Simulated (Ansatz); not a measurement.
Zinc-blende ZnTe, relaxed in Ansatz (plane waves) with several semilocal functionals. Each gives its own volume and its own zone-centre TO phonon frequency:

| level | V0 (Å³/atom) | zone-centre TO phonon frequency (cm⁻¹) | ln V0 | ln ω_TO |
|---|---|---|---|---|
| LDA | 26.927 | 188.7 | 3.2931 | 5.2402 |
| PBEsol | 27.900 | 181.2 | 3.3286 | 5.1996 |
| PBE | 29.488 | 168.3 | 3.3840 | 5.1257 |

Question: Fit a straight line to ln ω_TO against ln V0. What does it predict for r²SCAN, whose volume is 28.562 Å³/atom?

Answer: With x = ln V0 and y = ln ω_TO: means 3.33523 and 5.18850; Σ(Δx Δy) = -0.005314, Σ(Δx²) = 0.004197, so the slope is -1.27. At x = 3.3521 the line gives y = 5.18850 + (-1.27) × (3.3521 − 3.33523) = 5.1671, or 175.4 cm⁻¹. The run with r²SCAN gives 176.1 cm⁻¹, +0.4 % from the line. The rows used scatter about it by up to 0.3 %, while the largest value lies 12 % above the smallest.

Measured: 177 ± 2 cm⁻¹ (measured, room temperature, no zero-point or thermal correction, neutron, our sources range from 175 to 177; as tabulated in Vagelatos et al., J. Chem. Phys. (1974)).

Ansatz's density-functional and Hartree–Fock values are scalar-relativistic unless marked +SOC, with PAW data made under PBE.

Ansatz is an electronic-structure program.
